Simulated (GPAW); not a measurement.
# ZnSe (Stilleite) (F-43m) in GPAW: further runs

Aim: see how the results for ZnSe (Stilleite) move with the level of theory and the settings. Levels: WC, revPBE+D4, BP86, TASK, PW91, LDA. Tasks: band structure, equation of state.

All numbers are computed with GPAW 26.7.0; they aren't measurements. Logs are shortened: lines on timing, memory, paths and dates and some standing lists are left out, and cuts for length are marked. The log counts tension as positive stress, the text compression.

**The experiment to reproduce.**

“Alloy Disordering Effects on the Thermal Conductivity and Energy Gap Temperature Dependence of Cd1−xZnxSe Ternary Crystals Grown by the Bridgman Method”, 2023, pmc:10253836 reports, for a bulk crystal of ZnSe at 300 K: band gap 2.695 ± 0.003 eV (an exciton energy, a little under the gap).

How close the calculation comes is told below.

## 1. Starting point

Symmetry: F-43m, No. 216, cubic system. Conventional cell: a = 5.668 Å, b = 5.668 Å, c = 5.668 Å, α = 90.00°, β = 90.00°, γ = 90.00°. Around Se (site symmetry -43m) lie 4 Zn at 2.45 Å. Zn (site symmetry -43m) has 4 Se at 2.45 Å as nearest neighbours.

## 2. Band structure, WC, spin-orbit coupling, no magnetisation

run.py reads:

```python
import numpy as np
from ase.dft.bandgap import bandgap
from ase.io import read, write
from ase.units import GPa
from gpaw import GPAW, PW, setup_paths
from gpaw.spinorbit import soc_eigenstates

setup_paths.insert(0, '.')

atoms = read('POSCAR')

calc = GPAW(mode=PW(600),
            xc='WC',
            kpts={'size': (7, 7, 7), 'gamma': True},
            occupations={'name': 'fermi-dirac', 'width': 0.05},
            nbands=18,
            convergence={'density': 1e-05, 'energy': 1e-05},
            maxiter=150,
            txt='gpaw.txt')
atoms.calc = calc
energy = atoms.get_potential_energy()
forces = atoms.get_forces()
stress = atoms.get_stress()
calc.write('gs.gpw')
write('result.traj', atoms)
print(f'Energy: {energy:.6f} eV')
print('Forces (eV/A):')
print(forces.round(4))
print('Stress (GPa):', (stress / GPa).round(3))
print('Fermi level:', round(calc.get_fermi_level(), 4), 'eV')
print(f'Gap: {bandgap(calc)[0]:.4f} eV, direct: {bandgap(calc, direct=True)[0]:.4f} eV')

path = atoms.cell.bandpath('GXWKGLUWLK,UX', npoints=60, eps=1e-4)
bs_calc = calc.fixed_density(kpts=path, symmetry='off', nbands=29,
                             convergence={'bands': 'CBM+6.0', 'eigenstates': 1e-6}, txt='bands.txt')
bs = bs_calc.band_structure()
bs.write('bs.json')
print(f'Gap on the path: {bandgap(bs_calc)[0]:.4f} eV')

soc = soc_eigenstates(bs_calc, theta=90, phi=0)
np.savetxt('soc_bands.dat', soc.eigenvalues(), fmt='%.4f')
mesh = soc_eigenstates('gs.gpw', theta=90, phi=0)
np.savetxt('soc_mesh.dat', mesh.eigenvalues(), fmt='%.4f')
print('Fermi level with spin-orbit coupling:', round(mesh.fermi_level, 4), 'eV')
```

POSCAR reads:

```
ZnSe
1.0
    0.0000000000      2.8338000000      2.8338000000
    2.8338000000      0.0000000000      2.8338000000
    2.8338000000      2.8338000000      0.0000000000
Se Zn
1 1
Direct
    0.7500000000      0.7500000000      0.7500000000
    0.0000000000      0.0000000000      0.0000000000
```

Potentials or basis: PAW data sets generated in the run's folder for this functional, pw.

Started as:

```bash
$ gpaw-setup -f WC Se Zn
$ OMP_NUM_THREADS=1 python run.py
```

gpaw.txt:

```text
__  _  _
 | _ |_)|_||  |
 |__||  | ||/\| - 26.7.0

Input parameters:
  mode=PW(ecut=600.0),
  convergence={'density': 1e-05, 'energy': 1e-05},
  kpts=MonkhorstPack(size=(7, 7, 7), gamma=True),
  maxiter=150,
  nbands=18,
  occupations=Occupations(name='fermi-dirac', width=0.05),
  xc=XC(name='WC')

Diagonalizing LCAO Hamiltonian
Converting LCAO to pw mode

                    Se

       Zn

Atoms  # Å, Bohr magnetons
|   | symbol |        x |        y |        z |    initial magnetic moments |
|---|--------|----------|----------|----------|-----------------------------|
| 0 |     Se | 4.250700 | 4.250700 | 4.250700 | ( 0.0000,  0.0000,  0.0000) |
| 1 |     Zn | 0.000000 | 0.000000 | 0.000000 | ( 0.0000,  0.0000,  0.0000) |

Unit cell  # Å
| periodic |        x |        y |        z |  lengths |    angles |
|----------|----------|----------|----------|----------|-----------|
|      yes | 0.000000 | 2.833800 | 2.833800 | 4.007598 | 60.000000 |
|      yes | 2.833800 | 0.000000 | 2.833800 | 4.007598 | 60.000000 |
|      yes | 2.833800 | 2.833800 | 0.000000 | 4.007598 | 60.000000 |

Number of symmetries: 24
Symmetry operations  # r_c * U_cc + t_c -> r_c
|    | kind |            matrix            |
|----|------|------------------------------|
|  0 |  E   |  1, 0, 0,  0, 1, 0,  0, 0, 1 |
|  1 |  σ   |  1, 0, 0,  0, 0, 1,  0, 1, 0 |
|  2 |  σ   |  1, 0,-1,  0, 1,-1,  0, 0,-1 |
|  3 |  C3  |  1, 0,-1,  0, 0,-1,  0, 1,-1 |
|  4 |  C3  |  1,-1, 0,  0,-1, 1,  0,-1, 0 |
|  5 |  σ   |  1,-1, 0,  0,-1, 0,  0,-1, 1 |
|  6 |  σ   |  0, 1, 0,  1, 0, 0,  0, 0, 1 |
|  7 |  C3  |  0, 1, 0,  0, 0, 1,  1, 0, 0 |
|  8 |  C2  |  0, 1,-1,  1, 0,-1,  0, 0,-1 |
|  9 |  S4  |  0, 1,-1,  0, 0,-1,  1, 0,-1 |
| 10 |  C3  |  0, 0, 1,  1, 0, 0,  0, 1, 0 |
| 11 |  σ   |  0, 0, 1,  0, 1, 0,  1, 0, 0 |
| 12 |  S4  |  0, 0,-1,  1, 0,-1,  0, 1,-1 |
| 13 |  C3  |  0, 0,-1,  0, 1,-1,  1, 0,-1 |
| 14 |  S4  |  0,-1, 1,  1,-1, 0,  0,-1, 0 |
| 15 |  C2  |  0,-1, 1,  0,-1, 0,  1,-1, 0 |
| 16 |  C3  |  0,-1, 0,  1,-1, 0,  0,-1, 1 |
| 17 |  S4  |  0,-1, 0,  0,-1, 1,  1,-1, 0 |
| 18 |  S4  | -1, 1, 0, -1, 0, 1, -1, 0, 0 |
| 19 |  C3  | -1, 1, 0, -1, 0, 0, -1, 0, 1 |
| 20 |  C3  | -1, 0, 1, -1, 1, 0, -1, 0, 0 |
| 21 |  S4  | -1, 0, 1, -1, 0, 0, -1, 1, 0 |
| 22 |  σ   | -1, 0, 0, -1, 1, 0, -1, 0, 1 |
| 23 |  C2  | -1, 0, 0, -1, 0, 1, -1, 1, 0 |

BZ-sampling:
  Number of BZ points: 343
  Number of IBZ points: 20

  Monkhorst-Pack size: [7, 7, 7]
  Monkhorst-Pack shift: [0, 0, 0]

K-points  # in reciprocal-cell coordinates
|     |                                coordinates |     weight |
|-----|--------------------------------------------|------------|
|   0 | (  0.00000000,   0.00000000,   0.00000000) | 0.00291545 |
|   1 | (  0.14285714,   0.14285714,   0.00000000) | 0.01749271 |
|   2 | (  0.14285714,   0.14285714,   0.14285714) | 0.02332362 |
|   3 | (  0.28571429,   0.14285714,   0.14285714) | 0.03498542 |
|   4 | (  0.28571429,   0.28571429,   0.00000000) | 0.01749271 |
|   5 | (  0.28571429,   0.28571429,   0.14285714) | 0.06997085 |
|   6 | (  0.28571429,   0.28571429,   0.28571429) | 0.02332362 |
|   7 | (  0.42857143,  -0.28571429,  -0.28571429) | 0.03498542 |
|   8 | (  0.42857143,   0.28571429,  -0.42857143) | 0.13994169 |
|   9 | (  0.42857143,   0.28571429,  -0.28571429) | 0.06997085 |
| ... |                                            |            |
|  19 | (  0.42857143,   0.42857143,   0.42857143) | 0.02332362 |

Plane wave coefficients: 1532
Cutoff: 600.0 eV

Spin-components: 1 (collinear spins)
Bands:           18
Projectors:      11
Spin-degeneracy: 2
Datatype:        complex128

Parallelization:
  kpt:    1
  domain: 1
  band:   1

Density:
  Valence electrons: 18.0
  Components: 1
  Grid points: [24 24 24]
  Charge: 0.0  # |e|

Potential:
  Grid points: [24 24 24]

species:
  Se:
    name:    Selenium
    Z:       34.0
    valence: 6
    core:    28
    charge:  0.0  # [|e|]
    compensation charges:
      type: gauss
      rc: 0.27  # [Å]
      lmax: 2
    cutoffs:
      filter: 1.77  # [Å]
      core: 2.67  # [Å]
    projectors
    | kind |    occ | energy [eV] | rcut [Å] |
    |------|--------|-------------|----------|
    |   4s |  2.000 |     -17.303 |    0.847 |
    |   4p |  4.000 |      -6.511 |    1.005 |
    |    s |        |       9.908 |    0.847 |
    |    p |        |      20.701 |    1.005 |
    |    d |        |       0.000 |    0.847 |

    Using partial waves for Se as LCAO basis

  Zn:
    name:    Zinc
    Z:       30.0
    valence: 12
    core:    18
    charge:  0.0  # [|e|]
    compensation charges:
      type: gauss
      rc: 0.37  # [Å]
      lmax: 2
    cutoffs:
      filter: 2.14  # [Å]
      core: 2.28  # [Å]
    projectors
    | kind |    occ | energy [eV] | rcut [Å] |
    |------|--------|-------------|----------|
    |   4s |  2.000 |      -6.016 |    1.286 |
    |   4p |  0.000 |      -1.062 |    1.270 |
    |   3d | 10.000 |     -10.177 |    1.180 |
    |    s |        |      21.195 |    1.286 |
    |    p |        |      26.150 |    1.270 |
    |    d |        |      17.034 |    1.180 |

    Using partial waves for Zn as LCAO basis

Reference energy: -114938.437032  # eV

eigensolver:
  PPCG
  Converge bands: occupied
  niter=2

density mixing:
  MSR1-Mixer
  Pratt-step length: 0.05
  Maximum mixing coefficient: 0.75
  Old densities: 10
  SVD Regularization: 0.005
  Good broyden scale: 1.0
  Trust region scale: 1.0
  Backstep threshold: 4.0
  History deletion threshold: 6.0
  Fourier metric: weight=20.0, sigma=0.015

occupation numbers:
  Fermi-Dirac:
    width: 0.0500  # eV

poisson solver:
  ecut: 4800.0  # eV

xc functional:
  name: WC with 2 nearest neighbor stencil

convergence criteria:
- Maximum integral of absolute [dens]ity change: 1e-05 electrons / valence electron
- Maximum [total energy] change in last 3 cyles: 1e-05 eV / valence electron
- Maximum integral of absolute [eigenst]ate change: 4e-08 eV^2 / valence electron
maximum number of iterations: 150

SCF iterations
|iter     | |      energy | eigst |  dens |
|---------|-|-------------|-------|-------|
|iter:   1| |   -6.976861 | -0.27 |       |
|iter:   2| |   -6.920942 | -2.19 | -1.27 |
|iter:   3| |   -6.745402 | -1.66 | -1.31 |
|iter:   4| |   -6.743623 | -2.73 | -1.85 |
|iter:   5| |   -6.744227 | -4.06 | -2.35 |
|iter:   6| |   -6.744215 | -4.69 | -3.15 |
|iter:   7| |   -6.744227c| -5.75 | -3.62 |
|iter:   8| |   -6.744229c| -6.59 | -4.05 |
|iter:   9| |   -6.744229c| -8.78c| -5.15c|

Converged in 9 steps
Energy contributions relative to reference atoms: (reference = -114938.437032)

Energy contributions:
  Kinetic:          10.414388
  Coulomb:          -8.976101
  Zero:             -0.030645
  External:          0.000000
  Xc:               -8.151872
  Entropy:          -0.000000
  Spinorbit:         0.000000
  ----------------------------
  Free energy:      -6.744229
  Extrapolated:     -6.744229

dipole moment: (-7.101234, -7.101234, -7.101234)  # |e|*Ang

Fermi level: 4.311
Eigenvalues  # (at kpt = [0.000, 0.000, 0.000])
| band index |      eig [eV] | occ [0-2] |
|------------|---------------|-----------|
|          0 |        -9.575 |     2.000 |
|          1 |        -2.832 |     2.000 |
|          2 |        -2.832 |     2.000 |
|          3 |        -2.832 |     2.000 |
|          4 |        -2.466 |     2.000 |
|          5 |        -2.466 |     2.000 |
[... 10 lines left out ...]
|         16 |        16.623 |     0.000 |
|         17 |        16.623 |     0.000 |

Gap: 1.133 eV
Transition (v -> c):
  (s=0, k=0, n=8, [0.00, 0.00, 0.00]) -> (s=0, k=0, n=9, [0.00, 0.00, 0.00])
No difference between direct/indirect transitions

Forces  # eV/Ang
|       x |        y |        z |
|---------|----------|----------|
| 0.00000 | -0.00000 | -0.00000 |  # Se   0
| 0.00000 | -0.00000 | -0.00000 |  # Zn   1

Stress tensor  # eV/Ang^3
|        x |        y |        z |
|----------|----------|----------|
| 0.007479 | 0.000000 | 0.000000 |
| 0.000000 | 0.007479 | 0.000000 |
| 0.000000 | 0.000000 | 0.007479 |

# Writing to gs.gpw (mode='')
```

Wall time 32 s (1 thread of Intel Xeon Platinum 8488C (Sapphire Rapids), shared host); peak memory 0.26 GiB.

What came out:

```
Free energy             : -6.7442 eV
Pressure                : -1.2 GPa
Band gap on the k mesh  : 1.00 eV, direct
Band gap along the path : 1.00 eV, direct
```

Levels at the corners of the path, in eV from the valence-band top:
| point | band 14 | band 15 | band 16 | band 17 | band 18 | band 19 | band 20 | band 21 | band 22 | band 23 |
| --- | --- | --- | --- | --- | --- | --- | --- | --- | --- | --- |
| Γ | -0.40 | 0.00 | 0.00 | 0.00 | 0.00 | 1.00 | 1.00 | 5.51 | 5.51 | 5.66 |
| X | -4.92 | -2.43 | -2.43 | -2.25 | -2.25 | 2.69 | 2.69 | 3.23 | 3.23 | 10.39 |
| W | -4.79 | -3.05 | -2.86 | -2.82 | -2.80 | 5.14 | 5.21 | 5.35 | 5.46 | 6.68 |
| K | -4.83 | -3.32 | -3.21 | -1.94 | -1.94 | 3.33 | 3.33 | 5.32 | 5.43 | 8.77 |
| Γ | -0.40 | 0.00 | 0.00 | 0.00 | 0.00 | 1.00 | 1.00 | 5.51 | 5.51 | 5.66 |
| L | -5.41 | -1.13 | -1.13 | -0.89 | -0.89 | 2.29 | 2.29 | 6.15 | 6.15 | 6.21 |
| U | -4.83 | -3.32 | -3.21 | -1.94 | -1.94 | 3.33 | 3.33 | 5.32 | 5.43 | 8.77 |
| W | -4.79 | -3.05 | -2.86 | -2.82 | -2.80 | 5.14 | 5.21 | 5.35 | 5.46 | 6.68 |
| L | -5.41 | -1.13 | -1.13 | -0.89 | -0.89 | 2.29 | 2.29 | 6.15 | 6.15 | 6.21 |
| K | -4.83 | -3.32 | -3.21 | -1.94 | -1.94 | 3.33 | 3.33 | 5.32 | 5.43 | 8.77 |
| U | -4.83 | -3.32 | -3.21 | -1.94 | -1.94 | 3.33 | 3.33 | 5.32 | 5.43 | 8.77 |
| X | -4.92 | -2.43 | -2.43 | -2.25 | -2.25 | 2.69 | 2.69 | 3.23 | 3.23 | 10.39 |

Caveat: spin-orbit coupling was added after a scalar SCF, so levels and gaps hold it while energy, forces, pressure and moments don't; this program's spin-orbit splittings come out too wide for heavy elements.

(Continued in part 2 of 3.)
